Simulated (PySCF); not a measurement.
# Predicted spectroscopic data

Equivalent nuclei averaged, non-relativistic Hamiltonian, one computed conformer, no solvent. Shielding tensors at PBE0/pcSseg-1 (GIAO); structure optimised with GFN2-xTB; PySCF.

Scale: $^{1}$H (σ = 31.72 ppm) and $^{13}$C (σ = 186.93 ppm) against TMS (reference shieldings calculated alike). Where no couplings were computed, multiplicities follow the n + 1 count of equivalent neighbours, and m marks all less simple cases (inequivalent or close neighbours, rings, F or P nearby). Shifts are as computed. Against solution values, carbons near 30 ppm lie about +3 ppm off and those near 130 ppm about +5 ppm. Of 1211 compounds with measured shifts, 218 miss one by over three times the rms of a fit or turn the order of signals round; such compounds aren't used in these exercises. OH and NH positions are gas-phase values without hydrogen bonding to other molecules.

**1.** SMILES COC(=O)c1cc[nH]n1, C$_{5}$H$_{6}$N$_{2}$O$_{2}$. $^{1}$H NMR (500 MHz, computed): δ 9.66 (br s, 1H), 7.47 (m, 1H), 7.24 (m, 1H), 4.09 (s, 3H). $^{13}$C{$^{1}$H} NMR (computed): δ 170.0 (C), 149.3 (C), 131.4 (CH), 116.7 (CH), 53.5 (CH3).

**2.** 1,3-cyclohexadiene (C1=CCCC=C1, C$_{6}$H$_{8}$). $^{1}$H NMR (500 MHz, computed): δ 6.21 (m, 2H), 6.05 (m, 2H), 2.25 (m, 4H). $^{13}$C{$^{1}$H} NMR (computed): δ 133.7 (CH), 132.0 (CH), 25.7 (CH2).

**3.** `CC=C=CCC`, C$_{6}$H$_{10}$. $^{1}$H NMR (500 MHz, computed): δ 5.27 (m, 1H), 5.25 (m, 1H), 2.10 (m, 2H), 1.79 (m, 3H), 1.09 (t, 3H). $^{13}$C{$^{1}$H} NMR (computed): δ 215.8, 98.3, 91.0, 30.0, 18.8, 18.0.
